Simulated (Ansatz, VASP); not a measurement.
N in VASP and in Ansatz

INCAR

```
PREC = Accurate
ENCUT = 520
EDIFF = 1E-8
ISMEAR = -1
SIGMA = 0.01
LREAL = F
LASPH = T
NELM = 80
ALGO = Fast
ISIF = 2
LWAVE = F
LCHARG = F
GGA = PE
LEFG = T
NBANDS = 18
```

Contents of KPOINTS:

```
regular mesh
0
Gamma
  4 4 4
```

File POSCAR:

```
N
1.0
    5.6490000000      0.0000000000      0.0000000000
    0.0000000000      5.6490000000      0.0000000000
    0.0000000000      0.0000000000      5.6490000000
N
4
Direct
    0.0300000000      0.0300000000      0.0300000000
    0.4700000000      0.9700000000      0.5300000000
    0.5300000000      0.4700000000      0.9700000000
    0.9700000000      0.5300000000      0.4700000000
```

Input for Ansatz:

```yaml
crystal:
  lattice:
    - [5.649, 0.0, 0.0]
    - [0.0, 5.649, 0.0]
    - [0.0, 0.0, 5.649]
  atoms:
    - { symbol: "N", position: [0.03, 0.03, 0.03] }
    - { symbol: "N", position: [0.47, 0.97, 0.53] }
    - { symbol: "N", position: [0.53, 0.47, 0.97] }
    - { symbol: "N", position: [0.97, 0.53, 0.47] }
kpoints:
  mp_grid: { grid: [4, 4, 4] }
  band_path:
    path:
      - [0.0, 0.0, 0.0]
      - [0.0, 0.5, 0.0]
      - [0.5, 0.5, 0.0]
      - [0.0, 0.0, 0.0]
      - [0.5, 0.5, 0.5]
      - [0.0, 0.5, 0.0]
      - [0.5, 0.5, 0.5]
      - [0.5, 0.5, 0.0]
      - [0.5, 0.0, 0.0]
    npoints: 8
scf:
  occupations: { method: fermi_dirac, width: 0.01 }
hamiltonian:
  xc: pbe
  pseudopotentials: { kind: paw }
output:
  forces: true
  stress: true
  eigenvalues: true
  efg: { contact_densities: true }
  populations: true
  bader: true
  dos: { projected: true, de: 0.2, e_range: [-14, 8] }
```

Alike in both runs: task electric field gradients; functional PBE; k mesh 4 × 4 × 4; occupations fermi-dirac, width 0.01 eV; no spin polarisation.

|  | VASP | Ansatz |
| --- | --- | --- |
| version | VASP 6.6.1 | Ansatz 0.2.0 |
| potentials or method | VASP PAW PBE potentials, release 64 (N) | PAW with Ansatz's default frozen-core files, scalar-relativistic |
| plane-wave cutoff (eV) | 520 | 420 |
| valence electrons in the cell | 20 | 20 |

```csv
,VASP,Ansatz,Ansatz less VASP
pressure (GPa),-4.0,-4.0,+0.02
rms of the force components (eV/Å),0.222,0.223,+0.0009
Vzz of the field gradient on the site that differs most (V/Å²),-6.8,-6.7,+0.07
```

Atom by atom the forces differ by 0.001 eV/Å (rms over components).
